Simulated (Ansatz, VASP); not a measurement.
**One calculation of Ni, two programs**

The input INCAR:

```
SYSTEM = Ni
PREC = Accurate ; ENCUT = 520
EDIFF = 1E-6 ; ISMEAR = 0
SIGMA = 0.05 ; LREAL = .False.
LASPH = .True. ; NELM = 80
ALGO = Normal ; ISIF = 2
LWAVE = .False. ; LCHARG = .False.
GGA = PE ; NBANDS = 17
```

File KPOINTS:

```
regular mesh
0
Gamma
  20 20 10
  0 0 0
```

The input POSCAR:

```
Ni
1.0
    2.4835117988      0.0000000000      0.0000000000
   -1.2417558994      2.1507843084      0.0000000000
    0.0000000000      0.0000000000      4.0896851390
Ni
2
Direct
    0.3333333333      0.6666666667      0.7500000000
    0.6666666667      0.3333333333      0.2500000000
```

Input for Ansatz:

```yaml
crystal:
  lattice:
    - [2.4835117988, 0.0, 0.0]
    - [-1.2417558994, 2.1507843084, 0.0]
    - [0.0, 0.0, 4.089685139]
  atoms:
    - { symbol: Ni, position: [0.3333333333, 0.6666666667, 0.75] }
    - { symbol: Ni, position: [0.6666666667, 0.3333333333, 0.25] }
basis:
  ecutwfc: 420
  ecutrho_ratio: 4
kpoints:
  mp_grid: { grid: [20, 20, 10] }
hamiltonian:
  xc: pbe
scf:
  occupations: { method: gaussian, width: 0.05 }
output:
  forces: true
  stress: true
  eigenvalues: true
```

Alike in both runs: task single point; functional PBE; k mesh 20 × 20 × 10; occupations gaussian, width 0.05 eV; no spin polarisation.

|  | VASP | Ansatz |
| --- | --- | --- |
| version | VASP 6.6.1 | Ansatz 0.2.0 |
| potentials or method | VASP PAW PBE potentials, release 64 (Ni) | scalar-relativistic, plane waves, PAW |
| plane-wave cutoff (eV) | 520 | 420 |
| valence electrons in the cell | 20 | 36 |

Ansatz gave:

```
pressure (GPa)                                  : -1.2
largest component of the traceless stress (GPa) : 0.77
```

Question: Which values does VASP return?

Answer: Pressure (GPa): -1.1; largest component of the traceless stress (GPa): 0.68.

The two sets of potentials don't hold the same shells in valence.

Caveats: the run has no spin polarisation, though such a crystal can be magnetic. Spin polarisation is off, so any magnetic state and its effect on volume and gap are missing.
